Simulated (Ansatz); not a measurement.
# CrO2: the cost of one run

Program: Ansatz 0.2.0. Level of theory: DFT PBE+D3(BJ), scalar-relativistic, plane waves, PAW. These are calculated values, not measurements.

5 further runs of the same task are left out: 2 that didn't finish, 3 set aside as unsound or not needed.

## 1. Starting point

It takes space group P-6m2 (No. 187, hexagonal). The conventional cell has a = 3.509 Å, b = 3.509 Å, c = 17.350 Å, α = 90.00°, β = 90.00°, γ = 120.00°. Around Te (site symmetry 3m) lie 3 W at 2.73 Å. W (site symmetry -6m2) has 6 Te at 2.73 Å as nearest neighbours.

Coordinates:

```xyz
3
Lattice="3.5093 0.0000 0.0000 -1.7547 3.0392 0.0000 0.0000 0.0000 17.3504" Properties=species:S:1:pos:R:3 pbc="T T T"
Te    0.0000    2.0261   15.5261
Te    0.0000    2.0261    1.8244
W     0.0000    0.0000    0.0000
```

It goes back to an entry of the Materials Project, which need not be the stable form.

This cell was relaxed beforehand with the same method: volume 61.68 Å³/atom, gap on the mesh 1.20 eV.

## 2. Swap Te → O, W → Cr

CrO2 starts from the relaxed positions of Te2W, with all lengths scaled by 0.730, a guess from tabulated radii. Atoms that may carry a moment start with parallel spins.

## 3. Quick check of gap, pressure and forces (CrO2)

input.yaml reads:

```yaml
crystal:
  lattice:
    - [2.5608964792, 0.0, 0.0]
    - [-1.2804482396, 2.2178014075, 0.0]
    - [0.0, 0.0, 12.6612673896]
  atoms:
    - { symbol: O, position: [0.3333333333, 0.6666666667, 0.8948511393] }
    - { symbol: O, position: [0.3333333333, 0.6666666667, 0.1051488607] }
    - { symbol: Cr, position: [0.0, 0.0, 0.0], spin: 3.0 }
basis:
  ecutwfc: 420
kpoints:
  mp_grid: { grid: [12, 12, 2] }
hamiltonian:
  xc: pbe
  dispersion: d3bj
scf:
  occupations: { method: gaussian, width: 0.1 }
  lower_state_search: "off"
output:
  forces: true
  stress: true
  eigenvalues: true
  populations: true
magnetization:
  spin_polarized: true
```

Launch:

```console
ansatz run input.yaml --threads 1 --pin off --max-ram 2560MiB --backend cpu --events-out ev --progress --plain --runs-dir out
```

What time and memory should one allow on 1 thread of Arm Neoverse V1, shared host?

About 20 s, with a peak of 0.4 GiB.
